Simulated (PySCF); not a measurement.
Compound: propanoic acid, C3H6O2.
Structure used (PBE0-D3(BJ)/def2-SVP), in Å, numbered top down from 1:
```xyz
11
C3H6O2 angstrom
C     -1.457    0.193    0.322
C     -0.159   -0.578    0.200
C      1.042    0.312    0.035
O      1.026    1.515    0.013
O      2.175   -0.395   -0.086
H     -2.307   -0.491    0.456
H     -1.427    0.881    1.179
H     -1.640    0.802   -0.575
H     -0.170   -1.273   -0.656
H      0.027   -1.216    1.080
H      2.891    0.251   -0.184
```

Method used: TDDFT CAM-B3LYP/def2-SVPD, vertical, gas phase, core orbitals frozen in the response (PySCF).

Kohn–Sham orbitals with the atoms that hold most of them (Löwdin shares over 4%, at most four atoms; ? is withheld):

| orbital | ε (eV) | atoms |
| --- | --- | --- |
| HOMO-3 | -11.94 | C1 33%, H6 16%, C2 11%, O4 9% |
| HOMO-2 | -11.43 | C1 27%, C2 23%, H8 11%, H7 11% |
| HOMO-1 | -10.97 | ? |
| HOMO | -9.74 | O4 66%, O5 11%, C2 9%, C3 9% |
| LUMO | 1.05 | ? |
| LUMO+1 | 1.24 | C3 37%, O4 28%, O5 12%, C2 10% |
| LUMO+2 | 1.62 | C1 20%, O5 19%, H6 12%, H11 10% |

Q: Give the leading atoms of the HOMO-1.

A: O4 (bonded to C) 43%; O5 (bonded to C and H) 41%; C3 (bonded to C and 2 O) 12%. By element: oxygen 84%, carbon 12% or more.

Q: Give the leading atoms of the LUMO.

A: O5 (bonded to C and H) 26%; C3 (bonded to C and 2 O) 20%; H11 (bonded to O) 12%; C2 (bonded to 2 C and 2 H) 10%. By element: carbon 31% or more, oxygen 26% or more, hydrogen 12% or more.

Q: How does S1 compare with the orbital gap of 10.79 eV?

A: S1 is at 5.97 eV (f = 0.0002), 4.82 eV below the gap, made of HOMO→LUMO+1 (94%). Its leading pair isn't HOMO and LUMO; the energies of that pair differ by 10.98 eV. Without the coupling terms of the response equations the lowest excitation would equal the gap.

Q: Give energy, strength and leading configuration of S1, S2 and S4, and follow the Löwdin shares of the leading atoms from the occupied to the empty orbital.

A: 
- S1 (5.97 eV, f 0.0002), HOMO→LUMO+1 (94%): O4 66% → 28%, O5 11% → 12%, C3 9% → 37%; low, almost dark, from the terminal oxygen into the C=O bond, the pattern of n→π*
- S2 (7.61 eV, f 0.057), HOMO→LUMO (89%): O4 66% → at most 11%, O5 11% → 26%, C3 9% → 20%
- S4 (8.51 eV, f 0.0026), HOMO-1→LUMO (84%): O4 43% → at most 11%, O5 41% → 26%, C3 12% → 20%

One conformer stands for the species.
